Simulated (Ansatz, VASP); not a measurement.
# MgO: VASP beside Ansatz, part 2 of 2

Wanted: the spread between two codes on one cell, functional and k mesh. The cell is taken from a series of VASP runs on this material, whose earlier steps may have relaxed, scaled or displaced it; both programs get it as it stands.

VASP 6.6.1 and Ansatz 0.2.0.

So far. Step 4 (Differences): The walks stopped with 0.01 GPa left in Ansatz and 0.01 GPa in VASP; each walk ends within a tolerance, so the volume difference is uncertain by about these residues over the bulk modulus, most in soft cells.

### 5. Ansatz: zone-centre phonons, r2SCAN

Level of this step: Ansatz beside VASP: Kohn-Sham DFT, plane waves, r2SCAN (Ansatz).

Second derivatives magnify differences that forces hide, and they need a tight electronic threshold.

The cell is taken from a series of VASP runs on this material, whose earlier steps may have relaxed, scaled or displaced it; both programs get it as it stands.

File input.yaml:

```yaml
crystal:
  lattice:
    - [0.0, 2.0973980938, 2.0973980938]
    - [2.0973980938, 0.0, 2.0973980938]
    - [2.0973980938, 2.0973980938, 0.0]
  atoms:
    - { symbol: Mg, position: [0.0, 0.0, 0.0] }
    - { symbol: O, position: [0.5, 0.5, 0.5] }
hamiltonian:
  xc: r2scan
  pseudopotentials: { kind: paw }
kpoints:
  mp_grid: { grid: [8, 8, 8] }
scf:
  occupations: { method: gaussian, width: 0.05 }
phonons:
  method: dfpt
  qpoints: [[0, 0, 0]]
```

On the command line:

```console
> ansatz run input.yaml --threads 4 --pin off --max-ram 9216MiB --backend cpu --events-out ev --progress --plain --runs-dir out
```

Numbers of over 12 decimals in the logs are rounded to 6 here.

Log:

```text
[...]
Crystal: 2 atoms, lattice volume = 18.453 Å³
Basis set: ecut = 500 eV, 459 PW (Γ), exchange–correlation on 216×216×216 points (729 copies of the dense FFT grid, shifted against one another)
Bands: 12, of which v1, the nominal top of the filled ones, is band 8 counted from 1 (7 counted from 0)
Symmetry: 48 space group operations
k-points: 59 of 512 (irreducible under 8 space group operations, time reversal used)
[...]
ASR residual per site (eV/Å²): 1.34e-5 1.19e-4
  Γ frequencies (cm⁻¹): 0.00 0.00 0.00 405.16 405.16 405.16
  non-analytic LO–TO correction: not included (Born effective charges unavailable; polar crystals: no LO–TO splitting at Γ)
--- Phonons (arbitrary-q DFPT): 1 explicit q-point ---
  q = [0, 0, 0] (of the zone-centre solve; hermiticity 7.48e-7, symmetrization 1.47e-14): -0.00 -0.00 0.00 405.16 405.16 405.16
  sum rule: each row above includes the acoustic sum rule's correction from the zone centre's row sums; it moved no ω² by more than (1.42 cm⁻¹)²
[key lines of the parts left out:]
SCF converged after 9 iterations
Free energy (F): -2498.334582 eV
Fermi energy:    10.747864 eV
```

Elapsed: 10 s, on 4 threads of Arm Neoverse V1, shared host; peak memory 2.3 GiB.

### 6. VASP: zone-centre phonons, r2SCAN

The same cell, functional, mesh and smearing now go to VASP, with its own data sets and cutoff.

File INCAR:

```
SYSTEM = MgO
PREC = Accurate
ENCUT = 520
EDIFF = 1E-08
NELM = 100
ISMEAR = 0
SIGMA = 0.05
LREAL = .FALSE.
ALGO = Normal
METAGGA = R2SCAN
LASPH = .TRUE.
NBANDS = 10
LORBIT = 11
LWAVE = .FALSE.
LCHARG = .FALSE.
KPAR = 2
IBRION = 6
NFREE = 2
POTIM = 0.015
ISIF = 2
NSW = 1
```

File POSCAR:

```
MgO
1.0
    0.0000000000      2.0973980938      2.0973980938
    2.0973980938      0.0000000000      2.0973980938
    2.0973980938      2.0973980938      0.0000000000
Mg O
1 1
Direct
    0.0000000000      0.0000000000      0.0000000000
    0.5000000000      0.5000000000      0.5000000000
```

File KPOINTS:

```
Automatic mesh
0
Gamma
8 8 8
0 0 0
```

PAW data sets: Mg and O (PBE family, release 64).

On the command line:

```console
> mpirun -np 2 vasp_std
```

Log:

```text
[banner, memory and clock lines left out]
running    2 mpi-ranks, on    1 nodes
[...]
[... a notice as in an earlier step ...]

 LDA part: xc-table for (None), standard interpolation
 POSCAR, INCAR and KPOINTS ok, starting setup
[...]
entering main loop
       N       E                     dE             d eps       ncg     rms          rms(c)
[... 11 cycles as in an earlier step ...]
DAV:  12    -0.161613668974E+02   -0.12122E-05   -0.38589E-07   654   0.488E-03    0.310E-03
DAV:  13    -0.161613667592E+02    0.13825E-06   -0.73739E-07   626   0.611E-03    0.111E-04
DAV:  14    -0.161613665094E+02    0.24982E-06   -0.27462E-09   324   0.568E-04    0.861E-05
DAV:  15    -0.161613664452E+02    0.64192E-07   -0.52450E-10   324   0.159E-04    0.214E-05
DAV:  16    -0.161613664249E+02    0.20299E-07   -0.62440E-11   318   0.759E-05    0.670E-06
DAV:  17    -0.161613664213E+02    0.35781E-08   -0.25252E-12   314   0.121E-05
   1 F= -.16161366E+02 E0= -.16161366E+02  d E =-.859563E-14
[... from here on, the cycles between the ionic steps are left out ...]
   2 F= -.16160748E+02 E0= -.16160748E+02  d E =-.608391E-14
   3 F= -.16160748E+02 E0= -.16160748E+02  d E =-.608324E-14
   4 F= -.16160713E+02 E0= -.16160713E+02  d E =-.621351E-14
   5 F= -.16160713E+02 E0= -.16160713E+02  d E =-.620610E-14
 Finite differences progress:
  Degree of freedom:   2/  2
  Displacement:        2/  2
  Total:               4/  4
```

From OUTCAR (step 6):

```text
  Total        0.0105394      0.0006869      0.0006869     -0.0000000      0.0000000      0.0000000
  in kB        0.9150703      0.0596426      0.0596426     -0.0000000      0.0000000      0.0000000
  external PRESSURE =       0.3447852 kB  Pullay stress =       0.0000000 kB

 POSITION                                       TOTAL-FORCE (eV/Angst)
 -----------------------------------------------------------------------------------
      0.00000      0.00000      0.00000        -0.089261      0.000000      0.000000
      2.08240      2.09740      2.09740         0.089261      0.000000      0.000000
 -----------------------------------------------------------------------------------
    total drift:                               -0.004159     -0.000001     -0.000001

  FREE ENERGIE OF THE ION-ELECTRON SYSTEM (eV)
  ---------------------------------------------------
  free  energy   TOTEN  =       -16.1607134324 eV

  energy  without entropy=      -16.1607134324  energy(sigma->0) =      -16.16071343

[... 2 parts as in an earlier step ...]

[... 1 further part left out ...]
[key lines of the parts left out:]
E-fermi :   3.1115
```

The last energy, forces, stress and levels in OUTCAR belong to the last displaced cell, not to the cell of POSCAR.

### 7. Differences

What differs besides the data sets and the points named for the pairs above, as far as they apply: VASP uses finite displacements, Ansatz perturbation theory. Total energies have different zeros and are not compared.

Compared:

```tsv
quantity	Ansatz	VASP	difference
optical mode 1 to 3 (cm⁻¹)	405.2	407.6	-0.60 %
```

Modes are paired by rising frequency and degeneracy, not by their patterns, so a pair may still set unlike modes beside each other.

### 8. Summary of results

```
difference in volume (relaxation of cell and atoms, r2SCAN)                                                          : 0.69 %
r.m.s. difference of the optical zone-centre modes, each program's sorted by frequency (zone-centre phonons, r2SCAN) : 2.4 cm⁻¹
difference in optical mode 1 to 3 (zone-centre phonons, r2SCAN)                                                      : -0.6 %
```

**Reading.** The difference in volume is 0.69 % (relaxation of cell and atoms, r2SCAN), within the 1.2 % picked in this series as the mark of a large difference, as far as the stopping tolerances let one tell. Among the rows given in per cent, the largest difference of the zone-centre phonons, r2SCAN pair is in optical mode 1 to 3, -0.6 %. Such differences can come from data sets, numerical settings and the points named under the comparisons, not from the functional's error against experiment.

[Lines on the potential files, build, host, timing and source positions are cut from VASP's logs without a mark.]

[Logs are printed without paths, hosts, clocks, repeated set-up lines and the standing remarks that a program may print on its own settings, such as how far it seeks lower states.]

[Hosts, paths, dates, database ids (printed as entryN), source tags and the programs' standing remarks are cut or masked in the printed files.]
